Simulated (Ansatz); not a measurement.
Input of an Ansatz 0.2.0 run:

input.yaml

```yaml
crystal:
  lattice:
    - [0.0, 1.89785, 1.89785]
    - [1.89785, 0.0, 1.89785]
    - [1.89785, 1.89785, 0.0]
  atoms:
    - { symbol: Rh, position: [0.0, 0.0, 0.0] }
kpoints:
  mp_grid: { grid: [9, 9, 9] }
scf:
  occupations: { method: fermi_dirac, width: 0.05 }
hamiltonian:
  xc: pbesol
  pseudopotentials: { kind: all_electron, lapw: { basis_error: 0.001 } }
output:
  forces: true
  stress: true
elastic:
  mode: clamped_ion
  stencil: two_point
```

Potentials or basis: all-electron LAPW, scalar-relativistic.

Command:

```bash
$ ansatz run input.yaml --threads 1 --pin off --max-ram 3072MiB --backend cpu --events-out ev --progress --plain --runs-dir out
```

Question: Estimate the elastic constants C11, C12, C44.

Answer: 468, 182, 216 GPa.

Question: What does it give for the Voigt bulk modulus?

Answer: 278 GPa.

Question: Predict the band gap on the k mesh.

Answer: None (metal or under the smearing width).

Elastic tensor in Voigt notation (GPa, in the Cartesian axes of the cell as first typed):
```
468 182 182   0   0   0
182 468 182   0   0   0
182 182 468   0   0   0
  0   0   0 216   0   0
  0   0   0   0 216   0
  0   0   0   0   0 216
```

Caveat: a metal's response needs a denser mesh; the cell is more than 3 GPa from zero pressure, which shifts response properties; elastic constants of metals need much finer meshes, so these are rough.
